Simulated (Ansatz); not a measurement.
NiGe: moving Ge off its site

NiGe, Pnma, a = 5.311 Å, b = 3.440 Å, c = 5.739 Å. Ansatz: PBEsol, PAW, 420 eV, Γ-centred 8×12×8 mesh on 8 atoms, Gaussian smearing 0.15 eV; no spin polarisation.

```
Ni Ge
1.0
     5.31079    0.00000    0.00000
     0.00000    3.44002    0.00000
     0.00000    0.00000    5.73926
Ni Ge
4 4
Cartesian
  5.2735 2.5800 1.0840
  0.0372 0.8600 4.6553
  2.6926 0.8600 3.9536
  2.6182 2.5800 1.7856
  4.3105 2.5800 3.3770
  1.0003 0.8600 2.3623
  3.6557 0.8600 0.5073
  1.6551 2.5800 5.2319
```

Atom 5 (Ge) moves by x along the unit vector (0.708, -0.608, -0.359), with its periodic images; all else is held. y is the free energy of the cell over the start, F the force along the path summed over the moved atoms.

```tsv
x (Å)	y (meV)	F (eV/Å)
-0.200	?	?
-0.100	42.4	0.87
0.000	0.0	-0.01
0.050	10.8	-0.42
0.150	94.6	-1.25
0.200	168.0	-1.68
```

Question: Fit y = c2 x² + c3 x³ + c4 x⁴ to the energies of the other rows, give the force constant, and predict energy and force of the missing row.

Answer: Least squares on the rows shown. y = 4227.5 x² − 137.95 x³ − 8.2292 x⁴. The force constant is 2 c2 = 8.46 eV/Å² (for all images moving together, not for a lone atom). The force −dy/dx at the missing row is 1.71 eV/Å (computed 1.90). At x = -0.200 the fit asked for gives 170.2 meV. The run gave 179.5 meV, so the fit is 9.3 meV too low, 5.2 % of the span of the series, against an rms of 0.1 meV on the fitted rows. The row lies outside the fitted range. With a term in x⁵ added, a fit to the same known rows (none to spare) predicts 144.5 meV, further off still.